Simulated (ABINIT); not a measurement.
SiC (Moissanite):

```xyz
4
Lattice="3.0760 0.0000 0.0000 -1.5380 2.6639 0.0000 0.0000 0.0000 5.0480" Properties=species:S:1:pos:R:3 pbc="T T T"
Si    1.5380    0.8880    2.5240
Si    0.0000    1.7759    0.0000
C     1.5380    0.8880    4.4675
C     0.0000    1.7759    1.9435
```

Base run:

* Program: ABINIT 10.8.3 (patched build)
* Functional: OLYP
* Potentials or basis: JTH PAW PBE v2.0
* Cutoff: 544 eV
* k mesh: 10 × 10 × 5
* Occupations: fermi-dirac, width 0.05 eV
* Spin: no spin polarisation

Its results: band gap on the k mesh 2.64 eV, indirect (least direct gap 4.21 eV); pressure 0.8 GPa; largest force 0.724 eV/Å.

Q: After a change of settings the same cell gave: band gap on the k mesh 2.52 eV, indirect (least direct gap 4.12 eV); pressure 2.9 GPa; largest force 0.745 eV/Å. Which change was it?
A. functional from OLYP to PW91
B. functional from OLYP to PBE; potentials or basis from JTH PAW PBE v2.0 to Ansatz NC PBE; cutoff from 544 eV to 1116 eV
C. functional from OLYP to PBEsol; potentials or basis from JTH PAW PBE v2.0 to PseudoDojo NC SR PBEsol v0.4.1 standard; cutoff from 544 eV to 1116 eV
D. functional from OLYP to PBE; potentials or basis from JTH PAW PBE v2.0 to SG15 NC PBE v1.2; cutoff from 544 eV to 1116 eV

A: A.

Caveats: the PAW data sets were made with another functional, which shifts forces and pressure a little; the mesh misses the band edges, which the band path finds closer together.

Not every run made on this cell is shown here.
